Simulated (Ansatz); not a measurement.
**Rigid-band transport of added carriers in CaSe, calculated with Ansatz**

Space group Fm-3m (No. 225), 2 atoms in the cell of the first input below: a = 4.180 Å, b = 4.180 Å, c = 4.180 Å, α = 60.00°, β = 60.00°, γ = 60.00°.

The cell was built from a prototype of a structure type listed for this compound, at its measured volume, taken without relaxation (pressure 0.6 GPa with this functional, without spin–orbit coupling). Functional: r2SCAN.

Spin–orbit coupling is left out. Kohn–Sham gap between the band edges found on a fine mesh: 2.49 eV.

Levels at points 0.012 Å⁻¹ about the band edges give the masses:

```yaml
crystal:
  lattice:
    - [0.0, 2.9559985193, 2.9559985193]
    - [2.9559985193, 0.0, 2.9559985193]
    - [2.9559985193, 2.9559985193, 0.0]
  atoms:
    - { symbol: Ca, position: [0.5, 0.5, 0.5] }
    - { symbol: Se, position: [0.0, 0.0, 0.0] }
basis:
  ecutwfc: 500
  ecutrho_ratio: 4
kpoints:
  mp_grid: { grid: [10, 10, 10] }
hamiltonian:
  xc: r2scan
scf:
  occupations: { method: gaussian, width: 0.05 }
output:
  forces: true
  stress: true
  eigenvalues: true
  eigenstates:
    kpoints:
      - [0.0, 0.0, 0.0]
      - [0.0, 0.005645541, 0.005645541]
      - [0.0, -0.005645541, -0.005645541]
      - [0.005645541, 0.0, 0.005645541]
      - [-0.005645541, 0.0, -0.005645541]
      - [0.005645541, 0.005645541, 0.0]
      - [-0.005645541, -0.005645541, 0.0]
      - [0.003992001, 0.003992001, 0.007984001]
      - [-0.003992001, -0.003992001, -0.007984001]
      - [0.003992001, 0.007984001, 0.003992001]
      - [-0.003992001, -0.007984001, -0.003992001]
      - [0.007984001, 0.003992001, 0.003992001]
      - [-0.007984001, -0.003992001, -0.003992001]
      - [0.00651891, 0.00651891, 0.00651891]
      - [-0.00651891, -0.00651891, -0.00651891]
      - [0.0, -0.5, -0.5]
      - [0.0, -0.494354459, -0.494354459]
      - [0.0, -0.505645541, -0.505645541]
      - [0.005645541, -0.5, -0.494354459]
      - [-0.005645541, -0.5, -0.505645541]
      - [0.005645541, -0.494354459, -0.5]
      - [-0.005645541, -0.505645541, -0.5]
      - [0.003992001, -0.496007999, -0.492015999]
      - [-0.003992001, -0.503992001, -0.507984001]
      - [0.003992001, -0.492015999, -0.496007999]
      - [-0.003992001, -0.507984001, -0.503992001]
      - [0.007984001, -0.496007999, -0.496007999]
      - [-0.007984001, -0.503992001, -0.503992001]
      - [0.00651891, -0.49348109, -0.49348109]
      - [-0.00651891, -0.50651891, -0.50651891]
    de_dk: true
    e_range: [-1.84505670444, 1.84505670444]
```

```bash
ansatz run input.yaml --threads 4 --pin off --max-ram 9216MiB --backend cpu --events-out ev --progress --plain --runs-dir out
```

Time: 3 s on 4 threads of Arm Neoverse V1, on a shared host, peak memory 0.5 GiB.

Edges at k = (0.000, 0.000, 0.000) and (0.000, -0.500, -0.500); masses in electron masses along fixed Cartesian directions (which need not be the axes of a valley), negative for hole-like bands, for at most the three nearest levels of the same spin at these k-points, within 0.3 eV:

```json
{"edge": "valence", "band": "1", "from the edge (meV)": "0", "degeneracy": "3", "x": "-0.987", "y": "-0.987", "z": "-0.987", "111": "-0.765"}
{"edge": "valence", "band": "2", "from the edge (meV)": "0", "degeneracy": "3", "x": "-0.987", "y": "-0.987", "z": "-0.987", "111": "-0.765"}
{"edge": "valence", "band": "3", "from the edge (meV)": "0", "degeneracy": "3", "x": "-0.197", "y": "-0.197", "z": "-0.197", "111": "-0.222"}
{"edge": "conduction", "band": "1", "from the edge (meV)": "0", "degeneracy": "1", "x": "1.379", "y": "0.288", "z": "0.288", "111": "0.391"}
```

These curvatures agree with the slopes at the same points. They hold at the edge alone, and further out the bands need not be parabolic. Degenerate bands can be warped: each is named by its order in energy along a direction and has no mass tensor of its own.

The states of the whole zone with their velocity products:

```yaml
crystal:
  lattice:
    - [0.0, 2.9559985193, 2.9559985193]
    - [2.9559985193, 0.0, 2.9559985193]
    - [2.9559985193, 2.9559985193, 0.0]
  atoms:
    - { symbol: Ca, position: [0.5, 0.5, 0.5] }
    - { symbol: Se, position: [0.0, 0.0, 0.0] }
basis:
  ecutwfc: 500
  ecutrho_ratio: 4
kpoints:
  mp_grid: { grid: [10, 10, 10] }
hamiltonian:
  xc: r2scan
scf:
  occupations: { method: gaussian, width: 0.05 }
output:
  forces: true
  stress: true
  eigenvalues: true
  states_by_energy: { minimum_broadening: 0.025 }
```

```bash
ansatz run input.yaml --threads 4 --pin off --max-ram 9216MiB --backend cpu --events-out ev --progress --plain --runs-dir out
```

Time: 2.2 min on 4 threads of Arm Neoverse V1 (shared host), peak memory 1.2 GiB.

From that table, at a constant relaxation time τ with Fermi–Dirac weights and rigid bands:

```json
{"T (K)": "300", "doping (cm⁻³)": "n 1e19", "μ − E_F (eV)": "1.224", "σ_xx/τ (10²⁰/Ω m s)": "0.00699", "S_xx (μV/K)": "-300", "Lorenz (10⁻⁸ V²/K²)": "1.87", "ħω_p,xx (eV)": "0.185"}
{"T (K)": "300", "doping (cm⁻³)": "p 1e19", "μ − E_F (eV)": "-1.209", "σ_xx/τ (10²⁰/Ω m s)": "0.00373", "S_xx (μV/K)": "344", "Lorenz (10⁻⁸ V²/K²)": "1.85", "ħω_p,xx (eV)": "0.135"}
{"T (K)": "300", "doping (cm⁻³)": "n 1e20", "μ − E_F (eV)": "1.313", "σ_xx/τ (10²⁰/Ω m s)": "0.0687", "S_xx (μV/K)": "-125", "Lorenz (10⁻⁸ V²/K²)": "2.07", "ħω_p,xx (eV)": "0.580"}
{"T (K)": "300", "doping (cm⁻³)": "p 1e20", "μ − E_F (eV)": "-1.285", "σ_xx/τ (10²⁰/Ω m s)": "0.0365", "S_xx (μV/K)": "161", "Lorenz (10⁻⁸ V²/K²)": "1.99", "ħω_p,xx (eV)": "0.423"}
{"T (K)": "300", "doping (cm⁻³)": "n 1e21", "μ − E_F (eV)": "1.582", "σ_xx/τ (10²⁰/Ω m s)": "0.622", "S_xx (μV/K)": "-31", "Lorenz (10⁻⁸ V²/K²)": "2.39", "ħω_p,xx (eV)": "1.745"}
{"T (K)": "300", "doping (cm⁻³)": "p 1e21", "μ − E_F (eV)": "-1.470", "σ_xx/τ (10²⁰/Ω m s)": "0.314", "S_xx (μV/K)": "46", "Lorenz (10⁻⁸ V²/K²)": "2.34", "ħω_p,xx (eV)": "1.239"}
{"T (K)": "600", "doping (cm⁻³)": "n 1e19", "μ − E_F (eV)": "1.143", "σ_xx/τ (10²⁰/Ω m s)": "0.0068", "S_xx (μV/K)": "-388", "Lorenz (10⁻⁸ V²/K²)": "1.84", "ħω_p,xx (eV)": "0.182"}
{"T (K)": "600", "doping (cm⁻³)": "p 1e19", "μ − E_F (eV)": "-1.113", "σ_xx/τ (10²⁰/Ω m s)": "0.00349", "S_xx (μV/K)": "436", "Lorenz (10⁻⁸ V²/K²)": "1.83", "ħω_p,xx (eV)": "0.131"}
{"T (K)": "600", "doping (cm⁻³)": "n 1e20", "μ − E_F (eV)": "1.284", "σ_xx/τ (10²⁰/Ω m s)": "0.0672", "S_xx (μV/K)": "-199", "Lorenz (10⁻⁸ V²/K²)": "1.93", "ħω_p,xx (eV)": "0.573"}
{"T (K)": "600", "doping (cm⁻³)": "p 1e20", "μ − E_F (eV)": "-1.243", "σ_xx/τ (10²⁰/Ω m s)": "0.0344", "S_xx (μV/K)": "244", "Lorenz (10⁻⁸ V²/K²)": "1.88", "ħω_p,xx (eV)": "0.410"}
{"T (K)": "600", "doping (cm⁻³)": "n 1e21", "μ − E_F (eV)": "1.575", "σ_xx/τ (10²⁰/Ω m s)": "0.617", "S_xx (μV/K)": "-62", "Lorenz (10⁻⁸ V²/K²)": "2.28", "ħω_p,xx (eV)": "1.738"}
{"T (K)": "600", "doping (cm⁻³)": "p 1e21", "μ − E_F (eV)": "-1.458", "σ_xx/τ (10²⁰/Ω m s)": "0.304", "S_xx (μV/K)": "90", "Lorenz (10⁻⁸ V²/K²)": "2.17", "ħω_p,xx (eV)": "1.220"}
{"T (K)": "900", "doping (cm⁻³)": "n 1e19", "μ − E_F (eV)": "1.042", "σ_xx/τ (10²⁰/Ω m s)": "0.00662", "S_xx (μV/K)": "-441", "Lorenz (10⁻⁸ V²/K²)": "1.83", "ħω_p,xx (eV)": "0.180"}
{"T (K)": "900", "doping (cm⁻³)": "p 1e19", "μ − E_F (eV)": "-0.994", "σ_xx/τ (10²⁰/Ω m s)": "0.00326", "S_xx (μV/K)": "493", "Lorenz (10⁻⁸ V²/K²)": "1.82", "ħω_p,xx (eV)": "0.126"}
{"T (K)": "900", "doping (cm⁻³)": "n 1e20", "μ − E_F (eV)": "1.238", "σ_xx/τ (10²⁰/Ω m s)": "0.0656", "S_xx (μV/K)": "-248", "Lorenz (10⁻⁸ V²/K²)": "1.88", "ħω_p,xx (eV)": "0.567"}
{"T (K)": "900", "doping (cm⁻³)": "p 1e20", "μ − E_F (eV)": "-1.182", "σ_xx/τ (10²⁰/Ω m s)": "0.0322", "S_xx (μV/K)": "298", "Lorenz (10⁻⁸ V²/K²)": "1.85", "ħω_p,xx (eV)": "0.397"}
{"T (K)": "900", "doping (cm⁻³)": "n 1e21", "μ − E_F (eV)": "1.563", "σ_xx/τ (10²⁰/Ω m s)": "0.609", "S_xx (μV/K)": "-90", "Lorenz (10⁻⁸ V²/K²)": "2.17", "ħω_p,xx (eV)": "1.727"}
{"T (K)": "900", "doping (cm⁻³)": "p 1e21", "μ − E_F (eV)": "-1.436", "σ_xx/τ (10²⁰/Ω m s)": "0.291", "S_xx (μV/K)": "128", "Lorenz (10⁻⁸ V²/K²)": "2.06", "ħω_p,xx (eV)": "1.193"}
```

Task: Which of the dopings listed at 300 K has the largest power factor S²σ/τ along x?

Result: n 1e19: 0.63, p 1e19: 0.44, n 1e20: 1.1, p 1e20: 0.95, n 1e21: 0.62, p 1e21: 0.67 (10¹¹ W/m K² s), so n 1e20 cm⁻³, if τ is the same for all.

Caveats: melting, decomposition and changes of phase at these temperatures weren't checked; no scattering is computed, and the gap isn't corrected; spin–orbit coupling, left out, splits the Se p valence bands by some tenths of an eV, so hole masses, degeneracies and p rows are those of the unsplit bands.

The power factor peaks at n 1e20 because, for both carrier signs, added carriers raise σ/τ while pushing the chemical potential deeper into the band, which lowers the magnitude of S. Electrons give the larger σ/τ at every listed doping and temperature. They occupy equivalent valleys at X, probably of mainly Ca d character, whose light transverse mass of 0.288 dominates the cubic average. Holes enter Se p bands at Γ, where two heavy branches hold most of the carriers; the larger density of states keeps them closer to the band edge and gives the larger thermopower. This advantage outweighs their poorer conduction only at 1e21, where p-type is slightly ahead at 300 K.

The optimum isn't fixed: by 900 K the tabulated S and σ/τ favour 1e21 over 1e20 for both signs, as heating restores thermopower to the degenerate carriers. The magnitude of S rises with temperature in every series, so there is no sign of bipolar compensation. Whether dopants could supply such carrier densities isn't shown.
